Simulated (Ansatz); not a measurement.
# TiO2 (I4_1/amd): the host for defect calculations, part 2 of 2

Before any defect goes in: TiO2 (I4_1/amd) at rest, and how it screens a charge.

Ansatz 0.2.0; plane-wave PAW DFT, r2SCAN; relaxation of the host's cell and atoms; PAW set soft_1 (the session's first sound run).

So far. Step 3 (Dielectric tensors of the host): The principal values of the electronic dielectric tensor are 6.30, 6.86 and 6.86. The principal values of the static dielectric tensor are 30.22, 65.68 and 65.68.

## 6. Defect free supercell relaxed from its symmetric sites

This cell, the one that will hold the defects, is built from the relaxed host. Its coarser k-points can move the atoms a little, so it is relaxed from the symmetric sites, as the reference for the test of stability.

This step: plane-wave PAW DFT, r2SCAN; relaxation of the defect-free supercell from its symmetric sites; PAW set soft_1 (Ansatz 0.2.0).

Input file pristine.symmetric/input.yaml:

```yaml
crystal:
  lattice:
    - [7.5544556283, 7.5544556283, 0.0]
    - [-7.5544556283, 7.5544556283, 0.0]
    - [0.0, 0.0, 9.5930938415]
  atoms:
    - { symbol: Ti, position: [0.0, 0.0, 0.0] }
    - { symbol: Ti, position: [0.0, 0.25, 0.5] }
    - { symbol: Ti, position: [0.25, 0.0, 0.5] }
    - { symbol: Ti, position: [0.25, 0.25, 0.0] }
    - { symbol: Ti, position: [0.125, 0.125, 0.25] }
    - { symbol: Ti, position: [0.125, 0.375, 0.75] }
    - { symbol: Ti, position: [0.375, 0.125, 0.75] }
    - { symbol: Ti, position: [0.375, 0.375, 0.25] }
    - { symbol: O, position: [0.125, 0.125, 0.4571603797] }
    - { symbol: O, position: [0.125, 0.375, 0.9571603797] }
    - { symbol: O, position: [0.375, 0.125, 0.9571603797] }
    - { symbol: O, position: [0.375, 0.375, 0.4571603797] }
    - { symbol: O, position: [0.0, 0.0, 0.2071603797] }
    - { symbol: O, position: [0.0, 0.25, 0.7071603797] }
    - { symbol: O, position: [0.25, 0.0, 0.7071603797] }
    - { symbol: O, position: [0.25, 0.25, 0.2071603797] }
    - { symbol: O, position: [0.125, 0.125, 0.0428396203] }
    - { symbol: O, position: [0.125, 0.375, 0.5428396203] }
    - { symbol: O, position: [0.375, 0.125, 0.5428396203] }
    - { symbol: O, position: [0.375, 0.375, 0.0428396203] }
    - { symbol: O, position: [0.0, 0.0, 0.7928396203] }
    - { symbol: O, position: [0.0, 0.25, 0.2928396203] }
    - { symbol: O, position: [0.25, 0.0, 0.2928396203] }
    - { symbol: O, position: [0.25, 0.25, 0.7928396203] }
    - { symbol: Ti, position: [0.0, 0.5, 0.0] }
    - { symbol: Ti, position: [0.0, 0.75, 0.5] }
    - { symbol: Ti, position: [0.25, 0.5, 0.5] }
    - { symbol: Ti, position: [0.25, 0.75, 0.0] }
    - { symbol: Ti, position: [0.125, 0.625, 0.25] }
    - { symbol: Ti, position: [0.125, 0.875, 0.75] }
[... 60 atom lines left out ...]
    - { symbol: O, position: [0.875, 0.625, 0.5428396203] }
    - { symbol: O, position: [0.875, 0.875, 0.0428396203] }
    - { symbol: O, position: [0.5, 0.5, 0.7928396203] }
    - { symbol: O, position: [0.5, 0.75, 0.2928396203] }
    - { symbol: O, position: [0.75, 0.5, 0.2928396203] }
    - { symbol: O, position: [0.75, 0.75, 0.7928396203] }
basis:
  ecutwfc: 500
  xc_grid: 2
hamiltonian:
  xc: r2scan
  pseudopotentials: { kind: paw, azcp: { folder: soft_1 } }
kpoints:
  mp_grid: { grid: [1, 1, 1], shift: [0.25, 0.25, 0.25] }
scf:
  occupations: { method: fermi_dirac, width: 0.01 }
  max_iter: 80
output:
  forces: true
relax:
  f_tol: 0.01
  max_steps: 60
  escape_saddle: false
checkpoint:
  write: "../pristine.symmetric.run"
  compress: false
  write_wavefunctions: false
  write_every: 100000
```

Started as:

```bash
> ansatz run input.yaml --threads 32 --pin off --max-ram 56524MiB --backend cuda --events-out ev --progress --plain --runs-dir out --max-vram 78GiB
```

Output:

```text
[...]
Crystal: 96 atoms, lattice volume = 1094.952 Å³
Basis set: ecut = 500 eV, 27819 PW (Γ), exchange–correlation on 160×160×144 points (8 copies of the dense FFT grid, shifted against one another)
Bands: 480, of which v1, the nominal top of the filled ones, is band 384 counted from 1 (383 counted from 0)
[...]
k-points: 1
[...]
SCF iter   9: F=-116682.550112 eV  HF=-116682.550112 eV  |F-HF|=3.59e-7  |Δ(HF+E_count)|=   6.99e-6  Δρ=6.57e-6  dr2=4.49e-7  dr2_τ=1.99e-8  ethr=3.26e-10  ⟨swp⟩=4.0  Hψ=1397  notcnv=0
SCF 1 converged in 9 iterations: F = -116682.550112 eV  dr2 = 4.49e-7
[...]
relax step   1: F+E_penalty+E_count = -116682.55011203 eV  Δ(F+E_penalty+E_count) = +0.000e0 eV  max|allowed force component| = 1.043e-2 eV/Å  Δτ_max = 0.0000 Å  (9 SCF iters, dr2 threshold 2.50e-6 eV [...]
[...]
SCF iter   1: F=—  HF=-116682.550171 eV  |F-HF|=—  |Δ(HF+E_count)|=         —  Δρ=3.84e-5  dr2=5.65e-6  dr2_τ=2.23e-4  ethr=1.16e-9  ⟨swp⟩=2.0  Hψ=1276  notcnv=0  defer=53
[...]
relax step   2: F+E_penalty+E_count = -116682.55021877 eV  Δ(F+E_penalty+E_count) = -1.067e-4 eV  max|allowed force component| = 3.198e-3 eV/Å  Δτ_max = 0.0003 Å  (5 SCF iters, accepted)
[...]
SCF 3 converged in 2 iterations: F = -116682.550219 eV  dr2 = 6.14e-9
SCF converged after 2 iterations
[...]
```

Run time: 2.3 s. Hardware: 1 × NVIDIA GB200 with 32 threads of Arm Neoverse V2, shared host; peak memory 1.5 GiB.

Hardly anything moved in the relaxation; the energy changed by under 0.2 meV an atom.

## 7. Defect free supercell relaxed from displaced atoms

This step: plane-wave PAW DFT, r2SCAN; relaxation of the defect-free supercell from random displacements, a test of the host's stability; PAW set soft_1 (Ansatz 0.2.0).

pristine.rattled/input.yaml, as its differences from pristine.symmetric/input.yaml of step 6:

```diff
@@ -58,6 +58,6 @@
   f_tol: 0.01
-  max_steps: 60
-  escape_saddle: false
+  max_steps: 120
+  random_displacement: { amplitude: 0.08, seed: 8139 }
 checkpoint:
-  write: "../pristine.symmetric.run"
+  write: "../pristine.rattled.run"
   compress: false
```

Output:

```text
[...]
Crystal: 96 atoms, lattice volume = 1094.952 Å³
Basis set: ecut = 500 eV, 27819 PW (Γ), exchange–correlation on 160×160×144 points (8 copies of the dense FFT grid, shifted against one another)
Bands: 480, of which v1, the nominal top of the filled ones, is band 384 counted from 1 (383 counted from 0)
[...]
k-points: 1
[...]
SCF 1 converged in 11 iterations: F = -116677.331586 eV  dr2 = 1.37e-6
[...]
relax step   1: F+E_penalty+E_count = -116677.33158628 eV  Δ(F+E_penalty+E_count) = +0.000e0 eV  max|allowed force component| = 3.577e0 eV/Å  Δτ_max = 0.0000 Å  (11 SCF iters, dr2 threshold 2.50e-6 eV [...]
[...]
SCF 2 converged in 7 iterations: F = -116681.359932 eV  dr2 = 3.31e-5
[...]
relax step   6: F+E_penalty+E_count = -116682.55055268 eV  Δ(F+E_penalty+E_count) = -1.444e-8 eV  max|allowed force component| = 3.933e-3 eV/Å  Δτ_max = 0.0000 Å  (2 SCF iters, accepted)
[...]
SCF 7 converged in 2 iterations: F = -116682.550553 eV  dr2 = 7.60e-9
SCF converged after 2 iterations
[...]
```

The job ended after 5.6 s (1 × NVIDIA GB200 with 32 threads; peak memory 1.5 GiB).

Relaxation path:

```csv
step,energy less that of the first step (eV),largest force component (eV/Å)
1,0.0000,3.5772
2,-4.0283,1.1872
3,-5.2111,0.0694
4,-5.2163,0.0542
5,-5.2190,0.0039
6,-5.2190,0.0039
```

The relaxation ends 54 meV an atom lower than the displaced start, with a largest force component of 0.0039 eV/Å.

## 8. Outcome

```yaml
primitive_cell_vectors_lengths: 5.490, 5.490, 5.490 Å
electronic_dielectric_constant: principal values (6.30, 6.86, 6.86)
static_dielectric_constant: principal values (30.22, 65.68, 65.68)
gap_on_the_k_mesh_of_the_response_run_pbesol: 2.11 eV
supercell_relaxed_in_its_symmetry_less_the_displaced_and_relaxed_one: 0.000 eV
energy_an_atom_at_one_point_at_less_that_on_the_dense_mesh: 0.000 eV
```

In words: Step 7: The energy fell by 5.219 eV from the randomly displaced start; the atoms end within 0.005 Å of the sites as typed, once the mean shift is taken out. The displaced cell ends within 0.01 eV of the symmetric one relaxed in its symmetry, so no lower structure shows in this supercell. The k-mesh can miss the band edges, so this gap is an upper bound at this level. All at zero temperature.

Comparison with the measured values:

```
                         quantity  measured           r2SCAN           PBEsol
           lattice constant a (Å)     3.782   3.777 (-0.1 %)                -
           lattice constant c (Å)     9.502   9.593 (+1.0 %)                -
band gap (gap on the k-mesh) (eV)     3.293  2.55 (-0.74 eV)  2.11 (-1.19 eV)
```

Measured values from pmc:7952686 (2021) and pmc:11477903 (2024).

Verdict: The lattice constant a is off by -0.1 %: good agreement. The lattice constant c is off by +1.0 %: fair agreement. For the band gap, of the levels listed nearest comes r2SCAN (-0.74 eV) and farthest PBEsol (-1.19 eV). Local and semilocal functionals usually give gaps below the measured ones. The computed gap is read on a k-mesh, which can miss the band edges. An optical gap can lie under the band gap by the exciton's binding. Zero-point and thermal motion shift the measured gap. The grades are ours: good and fair within 0.7 and 1.5 % for the lattice constant a and 0.8 and 2 % for the lattice constant c. Zero-point motion and thermal expansion are not in the computed lattice constants.

[Logs are printed without paths, hosts, clocks, repeated set-up lines and the standing remarks that a program may print on its own settings, such as how far it seeks lower states.]

[Hosts, paths, dates, database ids (printed as entryN), source tags and the programs' standing remarks are cut or masked in the printed files.]

[Runs of the host that timed out are not shown.]

[For some hosts the program warned that the k-mesh of the response run may be too coarse for force constants and the static dielectric constant; such warnings are not always shown.]
